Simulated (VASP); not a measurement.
# SnS2: relaxation of cell and atoms with PBE+D3(BJ)

The system is SnS2.

```
CELL_PARAMETERS angstrom
3.63900 0.00000 0.00000
-1.81950 3.15147 0.00000
0.00000 0.00000 5.86800
ATOMIC_POSITIONS crystal
Sn 0.00000 0.00000 0.00000
S 0.33333 0.66667 0.25000
S 0.66667 0.33333 0.75000
```

```
Program                : VASP 6.6.1
Task                   : relaxation of cell and atoms
Functional             : PBE
Dispersion             : D3(BJ)
Potentials or basis    : VASP PAW PBE potentials, release 64 (Sn_d, S)
Cutoff                 : 600 eV
k mesh                 : 9 × 9 × 5
Occupations            : gaussian, width 0.03 eV
Spin                   : no spin polarisation
Further INCAR settings : ALGO = Normal; EDIFF = 1e-06; IBRION = 2; EDIFFG = -0.01; NSW = 90; ISIF = 3
```

```json
{"Relaxed volume": "22.57 Å³/atom", "Relaxed cell": "a = 3.667 Å, b = 3.667 Å, c = 5.813 Å, α = 90.00°, β = 90.00°, γ = 120.00°", "Space group after relaxing (to 0.05 Å)": "P-3m1 (No. 164)", "Energy gained by relaxing": "3.1 meV/atom", "Ionic steps": "14", "Pressure after relaxing": "0.0 GPa", "Band gap on the k mesh": "1.31 eV, indirect (least direct gap 1.75 eV)", "Dispersion energy per atom": "-0.328 eV"}
```

Step by step:
| step | energy change (eV) | largest force (eV/Å) | pressure (GPa) | volume (Å³) |
| --- | --- | --- | --- | --- |
| 1 | 0.0000 | 0.2533 | 1.72 | 67.30 |
| 2 | -0.0012 | 0.1919 | -1.55 | 69.66 |
| 3 | -0.0080 | 0.0160 | -0.06 | 68.51 |
| 4 | -0.0080 | 0.0202 | 0.00 | 68.48 |
| 5 | -0.0082 | 0.0292 | 0.00 | 68.45 |
| 6 | -0.0085 | 0.0517 | -0.04 | 68.37 |
| 7 | -0.0087 | 0.0381 | -0.07 | 68.31 |
| 8 | -0.0091 | 0.0001 | -0.17 | 68.12 |
| 9 | -0.0092 | 0.0182 | -0.23 | 68.02 |
| 10 | -0.0093 | 0.0098 | -0.08 | 67.86 |
| 11 | -0.0093 | 0.0081 | -0.09 | 67.82 |
| 12 | -0.0094 | 0.0046 | -0.03 | 67.75 |
| 13 | -0.0094 | 0.0027 | 0.08 | 67.62 |
| 14 | -0.0094 | 0.0018 | -0.01 | 67.70 |

Final structure:
```yaml
crystal:
  lattice:
    - [3.66721, 0.00000, 0.00000]
    - [-1.83361, 3.17590, 0.00000]
    - [0.00000, 0.00000, 5.81303]
  atoms:
    - { symbol: Sn, position: [0.00000, 0.00000, 0.00000] }
    - { symbol: S, position: [0.33333, 0.66667, 0.25437] }
    - { symbol: S, position: [0.66667, 0.33333, 0.74563] }
```

Levels at points of the mesh, in eV from the valence-band top:
```tsv
k point	band 9	band 10	band 11	band 12	band 13	band 14	band 15	band 16	band 17
(0.00, 0.00, 0.00)	-0.71	-0.71	-0.47	-0.47	0.00	1.75	3.54	5.34	5.34
```

Wall time 3.9 min on 1 thread of AMD EPYC 9R45 (Zen 5), with other jobs on the host, peak memory 0.23 GiB.

Caveat: spin-orbit coupling is left out, which moves the levels of the heavy elements; an odd mesh through Γ misses points on the zone boundary, where band edges often lie.
